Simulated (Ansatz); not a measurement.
## C: equation of state with revPBE+D4

Crystal: C.

```
CELL_PARAMETERS angstrom
2.52210 0.00000 0.00000
-1.26105 2.18420 0.00000
0.00000 0.00000 8.23710
ATOMIC_POSITIONS crystal
C 0.66667 0.33333 0.84375
C 0.33333 0.66667 0.34375
C 0.66667 0.33333 0.65625
C 0.33333 0.66667 0.15625
C 0.00000 0.00000 0.90625
C 0.00000 0.00000 0.40625
C 0.00000 0.00000 0.59375
C 0.00000 0.00000 0.09375
```

This is a hexagonal form of diamond, not graphite.

```
Program             : Ansatz 0.2.0
Task                : equation of state
Functional          : revPBE
Dispersion          : D4
Potentials or basis : Ansatz PAW
Cutoff              : 420 eV
Density cutoff      : 1680 eV
k mesh              : 12 × 12 × 4
Occupations         : fermi-dirac, width 0.05 eV
Spin                : no spin polarisation
```

* Equilibrium volume: 5.59 Å³/atom
* Bulk modulus at fixed shape and positions: 448 GPa
* Pressure derivative of the bulk modulus: 3.7

Energy against volume, from the lowest point:
| volume (Å³/atom) | energy (meV/atom) |
| --- | --- |
| 5.332 | 18.28 |
| 5.445 | 5.52 |
| 5.559 | 0.00 |
| 5.672 | 1.14 |
| 5.785 | 8.33 |
| 5.899 | 20.99 |
| 6.012 | 38.63 |

All runs of the series together: 8 s on 2 threads of AMD EPYC 9B45 (Zen 5), with other jobs on the host.

Caveat: the potentials were made for another functional, which shifts forces and pressure; the cell was scaled at fixed shape and fractional positions, which overstates the stiffness of a crystal with free parameters, most of all of layers and chains.
